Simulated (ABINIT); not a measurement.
Set up this calculation in ABINIT 10.8.3 (patched build), as the native input.

- Task: single point
- Functional: WC
- Potentials or basis: JTH PAW PBE v2.0
- Cutoff: 844 eV
- k mesh: 10 × 10 × 10
- Occupations: fermi-dirac, width 0.05 eV
- Spin: no spin polarisation
- Fine-grid cutoff: 1442.2 eV

GaN:

```
CELL_PARAMETERS angstrom
0.00000 2.25350 2.25350
2.25350 0.00000 2.25350
2.25350 2.25350 0.00000
ATOMIC_POSITIONS crystal
Ga 0.00000 0.00000 0.00000
N 0.25000 0.25000 0.25000
```

The cell is a database's computed one.

The input as run:

run.abi

```
pp_dirpath "./"
pseudos "Ga.GGA_PBE-JTH.xml, N.GGA_PBE-JTH.xml"

acell 6.0224269985 6.0224269985 6.0224269985
rprim
     0.0000000000     0.7071067812     0.7071067812
     0.7071067812     0.0000000000     0.7071067812
     0.7071067812     0.7071067812     0.0000000000
ntypat 2
znucl 31 7
natom 2
typat 1 2
xcart
     0.0000000000     0.0000000000     0.0000000000
     2.1292494849     2.1292494849     2.1292494849

ecut 31.0
pawecutdg 53.0
pawxcdev 0

kptopt 1
ngkpt 10 10 10
nshiftk 1
shiftk 0.0 0.0 0.0

ixc 23

nband 13
occopt 3
tsmear 0.05 eV

nstep 100
tolvrs 1.0e-9

iomode 3
prtwf 0
prtden 0
prteig 0
prtebands 0
enunit 1
```

Potentials or basis: JTH PAW PBE v2.0.

Run with:

```console
$ abinit run.abi > log 2>&1
```

It gave:

| Property | Result |
| --- | --- |
| Pressure | -0.4 GPa |
| Band gap on the k mesh | 1.65 eV, direct |
| Valence electrons inside the program's atomic spheres | Ga 11.19; N 2.56 |

Caveat: the PAW data sets were made with another functional, which shifts forces and pressure a little.

It took 24 s on 1 thread of Arm Neoverse V2, with other jobs on the host, peak memory 0.12 GiB.
